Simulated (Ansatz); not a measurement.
# Ba (Im-3m) in Ansatz: electrostatic potential with LDA

Aim: the electrostatic potential of Ba with LDA.

All numbers are computed with Ansatz 0.2.0; they aren't measurements. Logs are shortened: lines on timing, memory, paths and dates and some standing lists are left out, and cuts for length are marked.

### 1 The undisturbed crystal

It takes space group Im-3m (No. 229, cubic). The conventional cell has a = 5.013 Å, b = 5.013 Å, c = 5.013 Å, α = 90.00°, β = 90.00°, γ = 90.00°. Ba (site symmetry m-3m) has 8 Ba at 4.34 Å as nearest neighbours.

### 2 Electrostatic potential, LDA, spin-orbit coupling, no magnetisation (cell strained at random at fixed volume)

run.py

```python
import json

import ase.io
import numpy as np

import ansatz as az

atoms = ase.io.read("POSCAR", format="vasp")

calculation = (
    az.Crystal.from_ase(atoms)
    .calculation()
    .kpoints(6, 6, 6)
    .functional("lda")
    .pseudopotentials(kind="paw_fr")
    .spin("noncollinear", soc=True)
    .occupations(method="methfessel_paxton", width=0.025)
    .density()
    .potential()
    .output_files(volumetric_format="npy")
    .electron_localization_function()
    .forces()
    .stress()
    .band_table(publish=True)
)
outcome = calculation.run(threads=2, events_out="events.jsonl")

report = outcome.report
for line in open("events.jsonl"):
    event = json.loads(line)
    if event["event"] == "scf_iter":
        d = event["data"]
        print(f"SCF {d['iter']:3d}  HF = {d['harris_foulkes_ev']:.6f} eV  dr2 = {d['dr2_ev']:.2e} eV")
    elif event["event"] in ("relax_step", "md_step"):
        d = event["data"]
        print(f"{event['event']} {d['step']:3d}  E = {d['lagrangian_ev']:.6f} eV")
np.set_printoptions(precision=5, suppress=True, linewidth=110)
print("converged:", report["converged"], "after", report["n_iterations"], "iterations")
print(f"free energy {report['free_energy_ev']:.6f} eV, Fermi level {report['fermi_energy_ev']:.4f} eV")
for key in ("band_edges_ev", "magnetization_mub", "site_moments_mub", "site_moments_nc_mub", "forces_ev_ang",
                "stress_gpa"):
    if report.get(key) is not None:
        print(key, np.array(report[key]), sep="\n")
```

POSCAR

```
Ba
1.0
   -2.4773310000      2.5003320000      2.5422170000
    2.5367390000     -2.5116900000      2.6129820000
    2.4084960000      2.4428550000     -2.5535750000
Ba
1
Direct
    0.0025850000      0.0195530000      0.0170560000
```

Potentials or basis: Ansatz PAW.

Launch:

```console
$ python run.py
```

What it wrote:

```text
DeckWarning: basis.ecutwfc = 420 eV, auto-derived from the records' recommended cutoffs: set by Ba (normal level)
PlacementWarning: RAYON_NUM_THREADS=2 ignored (pool sized by the plan → 2); use plan(threads=…)
SCF   1  HF = -5784.113544 eV  dr2 = 7.46e-03 eV
SCF   2  HF = -5784.114516 eV  dr2 = 3.70e-03 eV
SCF   3  HF = -5784.115436 eV  dr2 = 4.15e-05 eV
SCF   4  HF = -5784.115438 eV  dr2 = 3.33e-06 eV
SCF   5  HF = -5784.115439 eV  dr2 = 6.82e-08 eV
converged: True after 5 iterations
free energy -5784.115439 eV, Fermi level 5.6295 eV
magnetization_mub
0.0
site_moments_nc_mub
[[0. 0. 0.]]
forces_ev_ang
[[0. 0. 0.]]
stress_gpa
[[-1.14329  0.23006 -0.20833]
 [ 0.23006 -1.12574  0.04011]
 [-0.20833  0.04011 -1.22593]]
```

rho_z.tsv:

```text
# z_ang	rho[e/angstrom^3]	m_x[e/angstrom^3]	m_y[e/angstrom^3]	m_z[e/angstrom^3]	m_norm[e/angstrom^3]
# format = ansatz-planar-average/11
# lattice	-2.477331000	2.500332000	2.542217000
# lattice	2.536739000	-2.511690000	2.612982000
# lattice	2.408496000	2.442855000	-2.553575000
# sites	1
# site	56	0.084276265	-0.000982381	0.014109493
0.000000	2.850848e-1	0.000000e0	0.000000e0	0.000000e0	0.000000e0
0.142553	2.850936e-1	0.000000e0	0.000000e0	0.000000e0	0.000000e0
0.285105	2.840718e-1	0.000000e0	0.000000e0	0.000000e0	0.000000e0
0.427658	2.802819e-1	0.000000e0	0.000000e0	0.000000e0	0.000000e0
0.570211	2.704293e-1	0.000000e0	0.000000e0	0.000000e0	0.000000e0
0.712763	2.511395e-1	0.000000e0	0.000000e0	0.000000e0	0.000000e0
[... 22 lines left out ...]
3.991475	2.801357e-1	0.000000e0	0.000000e0	0.000000e0	0.000000e0
4.134028	2.840251e-1	0.000000e0	0.000000e0	0.000000e0	0.000000e0
```

v_z.tsv:

```text
# z_ang	v_es[eV]	v_tot[eV]	b_x[eV]	b_y[eV]	b_z[eV]
# format = ansatz-planar-average/11
# xc	lda
# density_cutoff_ev	1680
# datasets	Ba=:simpson_from_first_knot:soft:shift=-2374948
# lattice	-2.477331000	2.500332000	2.542217000
# lattice	2.536739000	-2.511690000	2.612982000
# lattice	2.408496000	2.442855000	-2.553575000
# sites	1
# site	56	0.084276265	-0.000982381	0.014109493
0.000000	-2.188122e0	-1.182939e1	0.000000e0	0.000000e0	0.000000e0
0.142553	-2.190820e0	-1.183315e1	0.000000e0	0.000000e0	0.000000e0
0.285105	-1.963272e0	-1.151560e1	0.000000e0	0.000000e0	0.000000e0
0.427658	-1.510549e0	-1.088379e1	0.000000e0	0.000000e0	0.000000e0
0.570211	-8.441159e-1	-9.956923e0	0.000000e0	0.000000e0	0.000000e0
0.712763	1.555638e-2	-8.771707e0	0.000000e0	0.000000e0	0.000000e0
[... 22 lines left out ...]
3.991475	-1.497360e0	-1.086540e1	0.000000e0	0.000000e0	0.000000e0
4.134028	-1.955233e0	-1.150438e1	0.000000e0	0.000000e0	0.000000e0
```

It took 14 s on 2 threads of Arm Neoverse V2, shared host; peak memory 0.65 GiB.

Results:

* Free energy: -5784.1154 eV
* Pressure: -1.2 GPa
* Band gap on the k mesh: none (metal or under the smearing width)

Stress tensor (GPa, compression positive):
```
-1.14  0.23 -0.21
 0.23 -1.13  0.04
-0.21  0.04 -1.23
```
